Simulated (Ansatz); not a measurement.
# CuI: the cost of one run

All numbers are computed with Ansatz 0.2.0, driven from Python. Level of theory: DFT PBEsol, plane waves, norm-conserving potentials.

### Step 1. The structure

The structure is orthorhombic, space group Cmcm (No. 63). Conventional cell: a = 7.466 Å, b = 7.422 Å, c = 4.307 Å, α = 90.00°, β = 90.00°, γ = 90.00°. Cu (site symmetry m2m) is surrounded by 2 Cu at 2.46 Å and 3 I at 2.58 to 2.59 Å. I (site symmetry m2m) has 3 Cu at 2.58 to 2.59 Å as nearest neighbours.

The script reads cui.cif:

```cif
data_CuI
_cell_length_a 5.263906
_cell_length_b 5.263906
_cell_length_c 4.306998
_cell_angle_alpha 90.00000
_cell_angle_beta 90.00000
_cell_angle_gamma 89.66010
_symmetry_space_group_name_H-M 'P 1'
_symmetry_Int_Tables_number 1
loop_
_symmetry_equiv_pos_as_xyz
'x, y, z'
loop_
_atom_site_label
_atom_site_type_symbol
_atom_site_fract_x
_atom_site_fract_y
_atom_site_fract_z
Cu1 Cu    0.420439    0.579561    0.750000
Cu2 Cu    0.579561    0.420439    0.250000
I3 I    0.770043    0.229957    0.750000
I4 I    0.229957    0.770043    0.250000
```

### Step 2. The script

Contents of vcrelax_cui.py:

```python
"""Variable-cell relaxation of CuI."""

import argparse

import ansatz as az
from ase.data import atomic_numbers
from ase.io import read
import numpy as np
import spglib

parser = argparse.ArgumentParser(description="Variable-cell relaxation of CuI.")
parser.add_argument("--kgrid", type=int, nargs=3, required=True, help="k-point sampling")
parser.add_argument("--tolerance", type=float, default=1e-07, help="SCF control")
parser.add_argument("--n-empty", type=int, required=True, help="SCF control")
parser.add_argument("--functional", default="pbesol", help="exchange-correlation functional")
parser.add_argument("--occupations", required=True, help="how the bands are filled")
parser.add_argument("--beta", type=float, default=0.6, help="density mixing step")
parser.add_argument("--force-tol", type=float, default=0.05, help="force threshold (eV/A)")
args = parser.parse_args()

def edges_and_angles(cell):
    cell = np.asarray(cell)
    a, b, c = np.linalg.norm(cell, axis=1)
    cosines = cell[1] @ cell[2] / (b * c), cell[0] @ cell[2] / (a * c), cell[0] @ cell[1] / (a * b)
    return (a, b, c, *np.degrees(np.arccos(cosines)))


def main() -> None:
    atoms = read("cui.cif")
    cui = az.Crystal.from_ase(atoms)

    # only the volume may change
    calculation = cui.calculation()
    calculation = calculation.pseudopotentials("nc").accuracy("low")
    calculation = calculation.kpoints(*args.kgrid)
    calculation = calculation.scf(tolerance=args.tolerance, extra_bands=args.n_empty).functional(args.functional)
    calculation = calculation.occupations(args.occupations)
    calculation = calculation.mixing("anderson", ndim=8, beta=args.beta)
    calculation = calculation.relax(force_tolerance=args.force_tol, max_displacement=0.1, fix_cell=["shape"])
    steps = []


    def collect(event):
        if event["event"] == "relax_step":
            steps.append(event["data"])


    done = calculation.session().plan().execute(on_event=collect)
    rep = done.report
    print("step   energy (eV)     max force (eV/A)   P (GPa)  SCF")
    for s in steps:
        print(f"{s['step']:4d} {s['lagrangian_ev']:15.5f} {s['allowed_force_max_ev_ang']:12.4f} {s['pressure_gpa']:10.3f} {s['n_scf']:5d}")

    first, last = steps[0], steps[-1]
    symbols = [site.symbol for site in done.lattice.sites]
    print(f"energy gained {first['lagrangian_ev'] - last['lagrangian_ev']:.4f} eV in {len(steps) - 1} steps")
    for label, vectors in (("before", first["cell_ang"]), ("after", done.lattice.cell_ang)):
        print(label, "a b c (A) {:.4f} {:.4f} {:.4f}  angles {:.2f} {:.2f} {:.2f}".format(*edges_and_angles(vectors)), f" V = {abs(np.linalg.det(vectors)):.3f} A^3")
    print("final stress (GPa):", np.round(np.diag(rep["stress_gpa"]), 3) + 0.0)

    moved = np.linalg.norm(np.array(last["positions_ang"]) - np.array(first["positions_ang"]), axis=1)
    print("displacement by atom (A):", " ".join(f"{s}:{d:.3f}" for s, d in zip(symbols, moved)))

    fractions = [site.position_frac for site in done.lattice.sites]
    numbers = [atomic_numbers[s] for s in symbols]
    for tolerance in (1e-3, 1e-2, 1e-1):
        print(f"space group at {tolerance} A:", spglib.get_spacegroup((done.lattice.cell_ang, fractions, numbers), symprec=tolerance))

    print(f"free energy      {rep['free_energy_ev']:.5f} eV")
    print(f"per atom         {rep['free_energy_ev'] / len(done.lattice.sites):.5f} eV")
    print(f"SCF iterations   {rep['n_iterations']}  (converged: {rep['converged']})")


if __name__ == "__main__":
    main()
```

### Step 3. Launch

The run is started by

```sh
python vcrelax_cui.py --kgrid 3 3 4 --n-empty 2 --occupations fixed
```

**Question.** How long does this script take on 1 thread of Intel Xeon 6975P-C (Granite Rapids), shared host, and how much memory does it need?

About 25 s, with a peak of 0.73 GiB.
